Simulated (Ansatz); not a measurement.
## Notes on NbSi2

```
CELL_PARAMETERS angstrom
4.78452 0.00000 0.00000
-2.39226 4.14352 0.00000
0.00000 0.00000 6.57597
ATOMIC_POSITIONS crystal
Si 0.16700 0.33400 0.00000
Si 0.83300 0.16700 0.66667
Si 0.66600 0.83300 0.33333
Si 0.83300 0.66600 0.00000
Si 0.16700 0.83300 0.66667
Si 0.33400 0.16700 0.33333
Nb 0.50000 0.00000 0.00000
Nb 0.50000 0.50000 0.66667
Nb 0.00000 0.50000 0.33333
```

Single point in Ansatz 0.2.0 with PBE, no spin polarisation. Cutoff 420 eV, PAW datasets, 8×8×5 Γ-centred k mesh, fermi-dirac filling (width 0.0214 eV).

- Forces: The largest is on Si1 (and as large on other atoms): 0.75 eV/Å, components (0.00, -0.75, 0.00). It makes 105° with the line to a nearest neighbour, Nb9 at 2.59 Å.
- Stress: The pressure is 3.5 GPa (compression positive), so with the atoms held at these fractions the cell would first expand. The principal stresses 2.8, 2.8, 5.0 GPa differ, so its shape would change too.
- At the Fermi level: It is a metal, with about 3.8 states/eV a cell as the mean within 0.25 eV of the Fermi level, mostly Nb d (70 %) and Si p (22 %).
- Formation energy: -0.54 eV an atom against the elements' usual phases (free molecules for gases, crystals otherwise, with no correction for O₂ or N₂), so it is bound against them; other compounds may still compete. Relaxing would lower it.

Origin: a database entry at a rescaled volume.
